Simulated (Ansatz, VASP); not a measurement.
# PbS (Galena): VASP beside Ansatz

File INCAR:

```
SYSTEM = PbS
PREC = Accurate ; ENCUT = 600
EDIFF = 1E-6 ; ISMEAR = -1
SIGMA = 0.05 ; LREAL = .False.
LASPH = .True. ; NELM = 100
ALGO = Normal ; ISIF = 3
LWAVE = .False. ; LCHARG = .False.
IBRION = 2 ; NSW = 80
EDIFFG = -0.02
```

File KPOINTS:

```
regular mesh
0
Gamma
  8 8 8
  0 0 0
```

POSCAR

```
PbS
1.0
    0.0000000000      2.9657500000      2.9657500000
    2.9657500000      0.0000000000      2.9657500000
    2.9657500000      2.9657500000      0.0000000000
Pb S
1 1
Direct
    0.0000000000      0.0000000000      0.0000000000
    0.5000000000      0.5000000000      0.5000000000
```

The input input.yaml:

```yaml
crystal:
  lattice:
    - [0.0, 2.96575, 2.96575]
    - [2.96575, 0.0, 2.96575]
    - [2.96575, 2.96575, 0.0]
  atoms:
    - { symbol: Pb, position: [0.0, 0.0, 0.0] }
    - { symbol: S, position: [0.5, 0.5, 0.5] }
kpoints:
  mp_grid: { grid: [8, 8, 8] }
scf:
  occupations: { method: fermi_dirac, width: 0.05 }
hamiltonian:
  xc: lda
  pseudopotentials: { kind: all_electron, lapw: { basis_error: 0.001 } }
output:
  forces: true
  stress: true
relax:
  f_tol: 0.02
  max_steps: 60
  cell: {}
```

Alike in both runs: task relaxation of cell and atoms; functional LDA; k mesh 8 × 8 × 8; occupations fermi-dirac, width 0.05 eV; no spin polarisation.

```csv
,VASP,Ansatz
version,VASP 6.6.1,Ansatz 0.2.0
potentials or method,"VASP PAW LDA potentials, release 64 (Pb_d, S)","all-electron LAPW, scalar-relativistic"
plane-wave cutoff (eV),600,see its input
```

Ansatz gave:

```
relaxed volume (Å³/atom)                                     : 24.95
relaxed cell length with the largest relative difference (Å) : 4.132
energy change over the relaxation (meV/atom)                 : -10
```

Q: Which values does VASP return?

A: Relaxed volume (Å³/atom): 24.99; relaxed cell length with the largest relative difference (Å): 4.135; energy change over the relaxation (meV/atom): -9.

Ansatz ran all-electron here, so the differences hold the error of VASP's frozen core and of both bases.

 Zero-point motion and thermal expansion aren't in these numbers. LDA usually gives volumes a few per cent too small.
